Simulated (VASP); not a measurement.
Set up this calculation in VASP 6.6.1, as the native input.

```yaml
Task: dielectric tensor
Functional: PBEsol
Dispersion: D3(BJ)
Potentials_or_basis: VASP PAW PBE potentials, release 64 (W_sv, S)
Cutoff: 520 eV
k_mesh: 12 × 12 × 12
Occupations: gaussian, width 0.02 eV
Spin: no spin polarisation
Further_INCAR_settings: ALGO = Normal; EDIFF = 1e-07
```

The structure of WS2 lies in POSCAR:

```
WS2                                     
1.0
    1.5604868182      0.9009474892      5.8443928854
   -1.5604868182      0.9009474892      5.8443928854
    0.0000000000     -1.8018949691      5.8443928855
  W               S             
     1     2
Direct
     0.0006376135845744    0.0006376135845744    0.0006376135846739
     0.2445248000926001    0.2445248000926001    0.2445248000926711
     0.4235375863228195    0.4235375863228195    0.4235375863226490
```

Measurements of this composition are mostly on another form, of space group No. 194.

These files were run (other wordings do the same):

INCAR

```
SYSTEM = WS2
PREC = Accurate
ENCUT = 520
EDIFF = 1E-7
ISMEAR = 0
SIGMA = 0.02
LREAL = .FALSE.
LASPH = .TRUE.
NELM = 60
ALGO = Normal
ISIF = 2
LWAVE = .FALSE.
LCHARG = .FALSE.
GGA = PS
IVDW = 12
LEPSILON = .TRUE.
KPAR = 4
```

KPOINTS

```
Automatic mesh
0
G
  12 12 12
  0 0 0
```

Potentials or basis: VASP PAW PBE potentials, release 64 (W_sv, S).

Run with:

```console
$ cat potpaw_PBE.64/W_sv/POTCAR potpaw_PBE.64/S/POTCAR > POTCAR
$ mpirun -np 4 vasp_std > vasp.out
```

It gave:

```yaml
Band_gap_on_the_k_mesh: 0.72 eV, indirect (least direct gap 2.03 eV)
Electronic_dielectric_tensor_diagonal: 14.84, 14.84, 8.25
Born_charges_mean_of_the_diagonal: W -0.68; S +0.39, +0.30 e
Dispersion_energy_per_atom: -0.418 eV
```

Caveat: spin-orbit coupling is left out, which moves the levels of the heavy elements.

It took 14 min on 4 MPI ranks on Intel(R) Xeon(R) 6975P-C (Granite Rapids), on a shared host, peak memory 1.7 GiB a rank.
